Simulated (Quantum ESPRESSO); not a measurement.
# PbO (Pbcm) in Quantum ESPRESSO: equation of state, part 2 of 2

Quantum ESPRESSO 7.5. Earlier steps stand in the parts before.

### 3 Single point, PBE, 18.31 Å³/atom

The input, pw.in:

```
&CONTROL
  calculation = 'scf'
  prefix = 'pwscf'
  outdir = './tmp'
  pseudo_dir = './pseudo'
  tprnfor = .true.
  tstress = .true.
  disk_io = 'nowf'
/
&SYSTEM
  ibrav = 0
  nat = 8
  ntyp = 2
  ecutwfc = 55
  ecutrho = 440
  nbnd = 52
  occupations = 'smearing'
  smearing = 'fd'
  degauss = 0.00367493
/
&ELECTRONS
  conv_thr = 1.6d-09
  electron_maxstep = 120
  mixing_beta = 0.5
/
ATOMIC_SPECIES
Pb   207.2000 Pb.pbe-dn-kjpaw_psl.0.2.2.UPF
O     15.9990 O.pbe-n-kjpaw_psl.0.1.UPF
CELL_PARAMETERS angstrom
   5.7965848595    0.0000000000    0.0000000000
   0.0000000000    5.4019909276    0.0000000000
   0.0000000000    0.0000000000    4.6788975474
ATOMIC_POSITIONS crystal
Pb     0.7690000000    0.5140000000    0.2500000000
Pb     0.2310000000    0.4860000000    0.7500000000
Pb     0.7690000000    0.9860000000    0.7500000000
Pb     0.2310000000    0.0140000000    0.2500000000
O      0.1320000000    0.5820000000    0.2500000000
O      0.8680000000    0.4180000000    0.7500000000
O      0.1320000000    0.9180000000    0.7500000000
O      0.8680000000    0.0820000000    0.2500000000
K_POINTS automatic
5 5 6 0 0 0
```

Potentials or basis: SSSP 1.3 efficiency PBE.

Run with:

```console
> OMP_NUM_THREADS=1 mpirun -n 2 pw.x -nk 2 -in pw.in > pw.out
```

Run time: 2.4 min. Hardware: 2 MPI ranks of Intel Xeon 6975P-C (Granite Rapids), shared host; peak memory 0.88 GiB.

Results (log left out):

```yaml
Free_energy: -49645.6945 eV
Pressure: 6.8 GPa
Largest_force: 1.290 eV/Å
Band_gap_on_the_k_mesh: 1.99 eV, indirect (least direct gap 2.18 eV)
```

Caveat: spin-orbit coupling is left out, which as a rule narrows the gap of such compounds by several tenths of an eV; an odd mesh through Γ misses points on the zone boundary, where band edges often lie; the cell's inner coordinates are idealised or old, which leaves forces on the atoms.

### 4 Single point, PBE, 18.70 Å³/atom

pw.in: that of step 3 with these lines changed.

```diff
@@ -29,5 +29,5 @@
 CELL_PARAMETERS angstrom
-   5.7965848595    0.0000000000    0.0000000000
-   0.0000000000    5.4019909276    0.0000000000
-   0.0000000000    0.0000000000    4.6788975474
+   5.8365625701    0.0000000000    0.0000000000
+   0.0000000000    5.4392472148    0.0000000000
+   0.0000000000    0.0000000000    4.7111668261
 ATOMIC_POSITIONS crystal
```

Run with:

```console
> OMP_NUM_THREADS=1 mpirun -n 2 pw.x -nk 2 -in pw.in > pw.out
```

Wall time 2.2 min (2 MPI ranks of Intel Xeon 6975P-C (Granite Rapids), shared host); peak memory 0.94 GiB.

The run converged. Its results:

```
Free energy            : -49645.8067 eV
Pressure               : 4.6 GPa
Largest force          : 1.088 eV/Å
Band gap on the k mesh : 1.97 eV, indirect (least direct gap 2.16 eV)
```

Caveat: spin-orbit coupling is left out, which as a rule narrows the gap of such compounds by several tenths of an eV; an odd mesh through Γ misses points on the zone boundary, where band edges often lie; the cell's inner coordinates are idealised or old, which leaves forces on the atoms.

### 5 Single point, PBE, 19.08 Å³/atom

pw.in: that of step 4 with these lines changed.

```diff
@@ -29,5 +29,5 @@
 CELL_PARAMETERS angstrom
-   5.8365625701    0.0000000000    0.0000000000
-   0.0000000000    5.4392472148    0.0000000000
-   0.0000000000    0.0000000000    4.7111668261
+   5.8760000000    0.0000000000    0.0000000000
+   0.0000000000    5.4760000000    0.0000000000
+   0.0000000000    0.0000000000    4.7430000000
 ATOMIC_POSITIONS crystal
```

Run with:

```console
> OMP_NUM_THREADS=1 mpirun -n 2 pw.x -nk 2 -in pw.in > pw.out
```

It took 2 min on 2 MPI ranks of Intel Xeon 6975P-C (Granite Rapids), shared host; peak memory 0.96 GiB.

The run converged. Its results:

```
Free energy            : -49645.8799 eV
Pressure               : 2.7 GPa
Largest force          : 0.964 eV/Å
Band gap on the k mesh : 1.96 eV, indirect (least direct gap 2.14 eV)
```

Caveat: spin-orbit coupling is left out, which as a rule narrows the gap of such compounds by several tenths of an eV; an odd mesh through Γ misses points on the zone boundary, where band edges often lie; the cell's inner coordinates are idealised or old, which leaves forces on the atoms.

### 6 Single point, PBE, 19.46 Å³/atom

pw.in: that of step 5 with these lines changed.

```diff
@@ -29,5 +29,5 @@
 CELL_PARAMETERS angstrom
-   5.8760000000    0.0000000000    0.0000000000
-   0.0000000000    5.4760000000    0.0000000000
-   0.0000000000    0.0000000000    4.7430000000
+   5.9149150414    0.0000000000    0.0000000000
+   0.0000000000    5.5122659576    0.0000000000
+   0.0000000000    0.0000000000    4.7744115114
 ATOMIC_POSITIONS crystal
```

Potentials or basis: SSSP 1.3 efficiency PBE.

Run with:

```console
> OMP_NUM_THREADS=1 mpirun -n 2 pw.x -nk 2 -in pw.in > pw.out
```

Run time: 2.2 min. Hardware: 2 MPI ranks of Intel Xeon 6975P-C (Granite Rapids), shared host; peak memory 0.94 GiB.

The run converged. Its results:

* Free energy: -49645.9180 eV
* Pressure: 0.9 GPa
* Largest force: 0.926 eV/Å
* Band gap on the k mesh: 1.93 eV, indirect (least direct gap 2.11 eV)

Caveat: spin-orbit coupling is left out, which as a rule narrows the gap of such compounds by several tenths of an eV; an odd mesh through Γ misses points on the zone boundary, where band edges often lie; the cell's inner coordinates are idealised or old, which leaves forces on the atoms.

### 7 Single point, PBE, 19.84 Å³/atom

pw.in: that of step 6 with these lines changed.

```diff
@@ -29,5 +29,5 @@
 CELL_PARAMETERS angstrom
-   5.9149150414    0.0000000000    0.0000000000
-   0.0000000000    5.5122659576    0.0000000000
-   0.0000000000    0.0000000000    4.7744115114
+   5.9533246568    0.0000000000    0.0000000000
+   0.0000000000    5.5480608953    0.0000000000
+   0.0000000000    0.0000000000    4.8054150523
 ATOMIC_POSITIONS crystal
```

Run with:

```console
> OMP_NUM_THREADS=1 mpirun -n 2 pw.x -nk 2 -in pw.in > pw.out
```

Wall time 2.4 min (2 MPI ranks of Intel Xeon 6975P-C (Granite Rapids), shared host); peak memory 0.96 GiB.

It converged, with:

| Quantity | Value |
| --- | --- |
| Free energy | -49645.9247 eV |
| Pressure | -0.6 GPa |
| Largest force | 0.966 eV/Å |
| Band gap on the k mesh | 1.91 eV, indirect (least direct gap 2.09 eV) |

Caveat: spin-orbit coupling is left out, which as a rule narrows the gap of such compounds by several tenths of an eV; an odd mesh through Γ misses points on the zone boundary, where band edges often lie; the cell's inner coordinates are idealised or old, which leaves forces on the atoms.

### 8 Single point, PBE, 20.22 Å³/atom

pw.in: that of step 7 with these lines changed.

```diff
@@ -29,5 +29,5 @@
 CELL_PARAMETERS angstrom
-   5.9533246568    0.0000000000    0.0000000000
-   0.0000000000    5.5480608953    0.0000000000
-   0.0000000000    0.0000000000    4.8054150523
+   5.9912449446    0.0000000000    0.0000000000
+   0.0000000000    5.5833998156    0.0000000000
+   0.0000000000    0.0000000000    4.8360236167
 ATOMIC_POSITIONS crystal
```

Potentials or basis: SSSP 1.3 efficiency PBE.

Run with:

```console
> OMP_NUM_THREADS=1 mpirun -n 2 pw.x -nk 2 -in pw.in > pw.out
```

pw.out:

```text
This program is part of the open-source Quantum ESPRESSO suite
     for quantum simulation of materials; please cite
         "P. Giannozzi et al., J. Phys.:Condens. Matter 21 395502 (2009);
         "P. Giannozzi et al., J. Phys.:Condens. Matter 29 465901 (2017);
         "P. Giannozzi et al., J. Chem. Phys. 152 154105 (2020);
     in publications or presentations arising from this work. More details at

     file Pb.pbe-dn-kjpaw_psl.0.2.2.UPF: wavefunction(s)  6S renormalized
     file O.pbe-n-kjpaw_psl.0.1.UPF: wavefunction(s)  2P renormalized
     Message from routine setup:
     using ibrav=0 with symmetry is DISCOURAGED, use correct ibrav instead
[... 6 lines left out ...]
     --------------------
     sticks:   dense  smooth     PW     G-vecs:    dense   smooth      PW
     Sum        4181    2085    599               170157    60191    9077

     Using Slab Decomposition

     bravais-lattice index     =            0
     lattice parameter (alat)  =      11.3218  a.u.
     unit-cell volume          =    1091.6937 (a.u.)^3
[... 562 lines left out ...]
     internal energy E=F+TS    =   -3648.90656765 Ry

     The total energy is F=E-TS. E is the sum of the following terms:
     one-electron contribution =    -199.76124775 Ry
     hartree contribution      =     165.17507047 Ry
     xc contribution           =    -207.03473237 Ry
     ewald contribution        =    -455.39029596 Ry
     one-center paw contrib.   =   -2951.89536203 Ry

     convergence has been achieved in  11 iterations

     Forces acting on atoms (cartesian axes, Ry/au):

     atom    1 type  1   force =     0.01391789   -0.03878940    0.00000000
     atom    2 type  1   force =    -0.01391789    0.03878940    0.00000000
     atom    3 type  1   force =     0.01391789    0.03878940    0.00000000
     atom    4 type  1   force =    -0.01391789   -0.03878940    0.00000000
     atom    5 type  2   force =     0.02272081    0.01084168    0.00000000
     atom    6 type  2   force =    -0.02272081   -0.01084168    0.00000000
     atom    7 type  2   force =     0.02272081   -0.01084168   -0.00000000
     atom    8 type  2   force =    -0.02272081    0.01084168   -0.00000000

     Total force =     0.096584     Total SCF correction =     0.000171

     Computing stress (Cartesian axis) and pressure

          total   stress  (Ry/bohr**3)                   (kbar)     P=      -20.31
   0.00006631   0.00000000   0.00000000            9.76        0.00        0.00
   0.00000000  -0.00031544   0.00000000            0.00      -46.40        0.00
   0.00000000   0.00000000  -0.00016506            0.00        0.00      -24.28

=------------------------------------------------------------------------------=
   JOB DONE.
=------------------------------------------------------------------------------=
```

Run time: 2 min. Hardware: 2 MPI ranks of Intel Xeon 6975P-C (Granite Rapids), shared host; peak memory 1 GiB.

What came out:

* Free energy: -49645.9030 eV
* Pressure: -2.0 GPa
* Largest force: 1.060 eV/Å
* Band gap on the k mesh: 1.88 eV, indirect (least direct gap 2.06 eV)

Caveat: spin-orbit coupling is left out, which as a rule narrows the gap of such compounds by several tenths of an eV; an odd mesh through Γ misses points on the zone boundary, where band edges often lie; the cell's inner coordinates are idealised or old, which leaves forces on the atoms.

### 9 Equation of state, PBE

Potentials or basis: SSSP 1.3 efficiency PBE.

No new run: the results of the series are fitted here.

Results:

| Item | Value |
| --- | --- |
| Equilibrium volume | 19.73 Å³/atom |
| Bulk modulus at fixed shape and positions | 79 GPa |
| Pressure derivative of the bulk modulus | 4.6 |

Energy against volume, from the lowest point:
```csv
volume (Å³/atom),energy (meV/atom)
17.932,48.27
18.314,28.77
18.695,14.74
19.077,5.59
19.458,0.83
19.840,0.00
20.222,2.71
```

Caveat: the cell was scaled at fixed shape and fractional positions, which overstates the stiffness of a crystal with free parameters, most of all of layers and chains; the cell's inner coordinates are idealised or old, which leaves forces on the atoms. Spin-orbit coupling is left out, which matters for the levels of Pb.
